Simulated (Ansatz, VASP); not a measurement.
**Rh: VASP beside Ansatz**

Contents of INCAR:

```
ALGO = Fast
EDIFF = 1E-6
ENCUT = 520
GGA = PE
ISIF = 2
ISMEAR = 0
LASPH = T
LCHARG = F
LREAL = F
LWAVE = F
NBANDS = 14
NELM = 100
PREC = Accurate
SIGMA = 0.15
```

KPOINTS

```
k-points
0
Gamma
  22 22 22
```

File POSCAR:

```
Rh
1.0
    0.0000000000      1.9305102783      2.0855302536
    1.9305102783      0.0000000000      2.0855302536
    1.9305102783      1.9305102783      0.0000000000
Rh
1
Direct
    0.0000000000      0.0000000000      0.0000000000
```

Input for Ansatz:

```yaml
crystal:
  lattice:
    - [0.0, 1.9305102783, 2.0855302536]
    - [1.9305102783, 0.0, 2.0855302536]
    - [1.9305102783, 1.9305102783, 0.0]
  atoms:
    - { symbol: Rh, position: [0.0, 0.0, 0.0] }
basis:
  ecutwfc: 420
kpoints:
  mp_grid: { grid: [22, 22, 22] }
hamiltonian:
  xc: pbe
  pseudopotentials: { kind: paw, azcp: { folder: soft_1 } }
scf:
  occupations: { method: gaussian, width: 0.15 }
output:
  forces: true
  stress: true
  eigenvalues: true
```

Alike in both runs: task single point; functional PBE; k mesh 22 × 22 × 22; occupations gaussian, width 0.15 eV; no spin polarisation.

|  | VASP | Ansatz |
| --- | --- | --- |
| version | VASP 6.6.1 | Ansatz 0.2.0 |
| potentials or method | VASP PAW PBE potentials, release 64 (Rh_pv) | scalar-relativistic, plane waves, PAW |
| plane-wave cutoff (eV) | 520 | 420 |
| valence electrons in the cell | 15 | 17 |

VASP gave:

* gap on the k mesh at the Fermi level (eV): none
* pressure (GPa): -19.2
* largest component of the traceless stress (GPa): 8.90

Q: Which values does Ansatz return?

A: gap on the k mesh at the Fermi level (eV): none; pressure (GPa): -19.1; largest component of the traceless stress (GPa): 8.93.

A gap of «none» marks a metal or a gap that the smearing closes. The two sets of potentials don't hold the same shells in valence.

Caveats: so large a pressure means that the cell lies far from this level's equilibrium, or that cutoff or potentials fall short (VASP).
